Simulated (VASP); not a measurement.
P: single point with PBE+D3(BJ)

The system is P, a slab with vacuum.

```
P
1.0
     3.32283    0.00000    0.00000
     0.00000    4.16484    0.00000
     0.00000    0.00000   22.26611
P
8
Cartesian
  0.0000 2.3818 7.5000
  1.6614 3.8654 7.5000
  1.6614 0.2994 9.6688
  0.0000 1.7830 9.6688
  1.6614 2.3818 12.5973
  0.0000 3.8654 12.5973
  0.0000 0.2994 14.7661
  1.6614 1.7830 14.7661
```

The slab is cut from a database's or a generator's crystal, which needn't be the stable form of the element.

The cell isn't the ideal one: (0 1 0) slab cut from the bulk.

```json
{
 "Program": "VASP 6.6.1",
 "Task": "single point",
 "Functional": "PBE",
 "Dispersion": "D3(BJ)",
 "Potentials or basis": "VASP PAW PBE potentials, release 64 (P)",
 "Cutoff": "520 eV",
 "k mesh": "10 × 8 × 1",
 "Occupations": "gaussian, width 0.1 eV",
 "Spin": "no spin polarisation"
}
```

```
Largest force              : 0.154 eV/Å
Band gap on the k mesh     : 0.07 eV, direct
Dispersion energy per atom : -0.327 eV
```

Forces in eV/Å, atoms in the order of the input:
```
P    0.000  0.138  0.068
P    0.000 -0.138  0.068
P    0.000  0.058 -0.062
P    0.000 -0.058 -0.062
P    0.000  0.058  0.062
P    0.000 -0.058  0.062
P    0.000  0.138 -0.068
P    0.000 -0.138 -0.068
```

Levels at points of the mesh, in eV from the valence-band top:
| k point | band 16 | band 17 | band 18 | band 19 | band 20 | band 21 | band 22 | band 23 | band 24 | band 25 |
| --- | --- | --- | --- | --- | --- | --- | --- | --- | --- | --- |
| (0.00, 0.00, 0.00) | -2.46 | -2.44 | -2.21 | -0.80 | -0.04 | 0.15 | 0.78 | 0.93 | 1.14 | 2.19 |
| (0.50, 0.00, 0.00) | -3.13 | -2.71 | -2.71 | -2.32 | -2.32 | 0.88 | 0.88 | 1.02 | 1.02 | 1.10 |
| (0.00, 0.50, 0.00) | -3.01 | -1.12 | -1.12 | -0.88 | -0.88 | 1.53 | 1.53 | 1.62 | 1.62 | 2.42 |
| (0.50, 0.50, 0.00) | -5.39 | -2.16 | -2.16 | -2.16 | -2.16 | 2.01 | 2.01 | 2.01 | 2.01 | 4.80 |

Run time: 5.4 min on 1 thread of Intel(R) Xeon(R) Platinum 8488C (Sapphire Rapids) (shared host), peak memory 0.45 GiB.
